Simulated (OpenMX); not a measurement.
A run of OpenMX 3.8.5:

File Sb.dat:

```
System.CurrrentDirectory             ./
System.Name                          Sb
DATA.PATH                            ./DFT_DATA13
level.of.stdout                      1
level.of.fileout                     1
Species.Number                       2
<Definition.of.Atomic.Species
  Sb  Sb7.0-s3p2d2           Sb_PBE13
  E   H7.0-s2p1              E
Definition.of.Atomic.Species>

Atoms.Number                         9
Atoms.SpeciesAndCoordinates.Unit     FRAC
<Atoms.SpeciesAndCoordinates
    1  Sb    0.6666666667    0.3333333334    0.2420135528   7.500  7.500
    2  Sb    0.3333333333    0.6666666666    0.3280090352   7.500  7.500
    3  Sb    0.6666666667    0.3333333334    0.4140045176   7.500  7.500
    4  Sb    0.3333333333    0.6666666666    0.5000000000   7.500  7.500
    5  Sb    0.6666666667    0.3333333334    0.5859954824   7.500  7.500
    6  Sb    0.3333333333    0.6666666666    0.6719909648   7.500  7.500
    7  Sb    0.6666666667    0.3333333334    0.7579864472   7.500  7.500
    8  E     0.6666666667    0.3333333334    0.8289770894   0.000  0.000
    9  E     0.6666666667    0.3333333334    0.1710229106   0.000  0.000
Atoms.SpeciesAndCoordinates>

Atoms.UnitVectors.Unit               Ang
<Atoms.UnitVectors
     3.3690001795   -0.0000000000    0.0000000000
    -1.6845000897    2.9176397408    0.0000000000
     0.0000000000    0.0000000000   30.9900000000
Atoms.UnitVectors>

scf.XcType                           GGA-PBE
scf.SpinPolarization                 off
scf.ElectronicTemperature            580.226
scf.energycutoff                     500.0
scf.maxIter                          100
scf.EigenvalueSolver                 band
scf.Kgrid                            9 9 1
scf.Mixing.Type                      rmm-diisk
scf.Init.Mixing.Weight               0.05
scf.Min.Mixing.Weight                0.001
scf.Max.Mixing.Weight                0.3
scf.Mixing.History                   25
scf.Mixing.StartPulay                8
scf.criterion                        1.0e-8
MD.Type                              nomd
```

Potentials or basis: OpenMX 2013 PBE set, Sb7.0-s3p2d2, grid cutoff 500 Ry.

Run with:

```console
$ openmx Sb.dat -nt 1 > Sb.std
```

Hardware: 1 thread of Arm Neoverse V2, with other jobs on the host.

Problem. Estimate the wall time of this run.

Solution. Wall time 4.4 min on 1 thread of Arm Neoverse V2, on a shared host, peak memory 2.3 GiB. Counts: k points 41, basis 143, scf iterations 23.
